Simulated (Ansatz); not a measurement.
## NbAs in the rocksalt structure

Level of theory: DFT, r²SCAN, scalar-relativistic, no spin polarisation; plane waves to 500 eV with PAW datasets (Ansatz 0.2.0), 12×12×12 k-mesh, Gaussian smearing of 0.05 eV; PAW files: Ansatz's generated set soft_2.

```yaml
crystal:
  lattice:
    - [0.00000, 2.62935, 2.62935]
    - [2.62935, 0.00000, 2.62935]
    - [2.62935, 2.62935, 0.00000]
  atoms:
    - { symbol: Nb, position: [0.50000, 0.50000, 0.50000] }
    - { symbol: As, position: [0.00000, 0.00000, 0.00000] }
```

This is a trial structure; measured cells of the compound in the Crystallography Open Database are in space group I41md.

The cell above was scaled in volume, its shape and atoms being fixed by the lattice's symmetry. Energies are counted from the cell above.

```tsv
V (Å³/atom)	ΔE (meV/atom)	P (GPa)
17.45	14.9	6.8
17.81	3.6	3.2
18.18	0.0	0.0
18.54	3.4	-2.9
18.91	?	?
19.45	37.7	-8.9
```

Q: Fill in the withheld row.

A: ΔE (meV/atom): 13.0, P (GPa): -5.5.

Q: What do the points give for the equilibrium volume, the bulk modulus and its pressure derivative (third-order Birch–Murnaghan)?

A: V0 = 18.18 Å³/atom, B0 = 153 GPa, B0′ = 4.4.

B0·V0 = 152.8 GPa × 18.18 Å³ = 17.34 eV/atom sets the scale: near the minimum ΔE ≈ ½ B0 V0 x², with x = V/V0 − 1, and a pressure of 1.5 GPa squeezes the volume by about 1 %. At the ends of the curve: x = −4.0 % predicts 13.8 meV/atom and the run gives 14.9; x = +7.0 % predicts 42.6 meV/atom and the run gives 37.7. The lopsidedness is anharmonic: atoms resist being pushed together more than being pulled apart. The run is a metal.
